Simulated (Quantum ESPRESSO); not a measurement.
**Au: single point with PBE**

The system is Au.

```
Au
1.0
     0.00000    2.03500    2.03500
     2.03500    0.00000    2.03500
     2.03500    2.03500    0.00000
Au
1
Cartesian
  0.0000 0.0000 0.0000
```

```
Program                           : Quantum ESPRESSO 7.5
Task                              : single point
Functional                        : PBE
Potentials or basis               : PseudoDojo 0.5 SR PBE standard
Cutoff                            : 571 eV
Density cutoff                    : 2286 eV
k mesh                            : 4 × 4 × 4
Occupations                       : fermi-dirac, width 0.05 eV
Spin                              : no spin polarisation
k mesh of the self-consistent run : 12 × 12 × 12
```

```json
{"Band gap on the k mesh, mean-field level": "none (metal or under the smearing width)"}
```

Levels at points of the mesh, in eV from the Fermi level:
| k point | band 7 | band 8 | band 9 | band 10 | band 11 | band 12 | band 13 | band 14 |
| --- | --- | --- | --- | --- | --- | --- | --- | --- |
| (0.00, 0.00, 0.00) | -5.67 | -5.67 | -4.12 | -4.12 | 13.57 | 17.63 | 17.63 | 17.63 |
| (0.00, 0.00, -0.50) | -5.71 | -2.90 | -2.90 | -1.92 | 2.35 | 13.03 | 16.31 | 16.31 |
| (0.00, -0.50, -0.50) | -2.93 | -2.56 | -2.56 | 0.08 | 5.17 | 9.15 | 9.15 | 16.49 |

Run time: 11 s on 1 thread of Arm Neoverse V1, with other jobs on the host, peak memory 0.05 GiB.

Caveat: the k mesh is coarse (spacing up to 0.67 Å⁻¹), so the values aren't converged. Spin-orbit coupling is left out, which matters for the levels of Au.
